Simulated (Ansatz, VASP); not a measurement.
Two plane-wave programs on Fe

```
Fe
1.0
     2.41790    0.00000    0.00000
    -1.20895    2.09396    0.00000
     0.00000    0.00000    7.78276
Fe
4
Direct
  0.00000 0.00000 0.00000
  0.00000 0.00000 0.50000
  0.33333 0.66667 0.25000
  0.66667 0.33333 0.75000
```

Alike in both runs: task single point; functional PBE; k mesh 17 × 17 × 5; occupations fermi-dirac, width 0.1 eV; no spin polarisation.

|  | VASP | Ansatz |
| --- | --- | --- |
| version | VASP 6.6.1 | Ansatz 0.2.0 |
| potentials or method | VASP PAW PBE potentials, release 64 (Fe) | plane waves (420 eV) with PAW, scalar-relativistic |
| plane-wave cutoff (eV) | 520 | 420 |
| valence electrons in the cell | 32 | 64 |

Ansatz gave:

| Property | Result |
| --- | --- |
| pressure (GPa) | 12.8 |
| largest component of the traceless stress (GPa) | 0.13 |

Task: Estimate VASP's values.

Result: Pressure (GPa): 12.0; largest component of the traceless stress (GPa): 0.06.

The two sets of potentials don't hold the same shells in valence.

Caveats: the run has no spin polarisation, though such a crystal can be magnetic. Spin polarisation is off, so any magnetic state and its effect on volume and gap are missing.
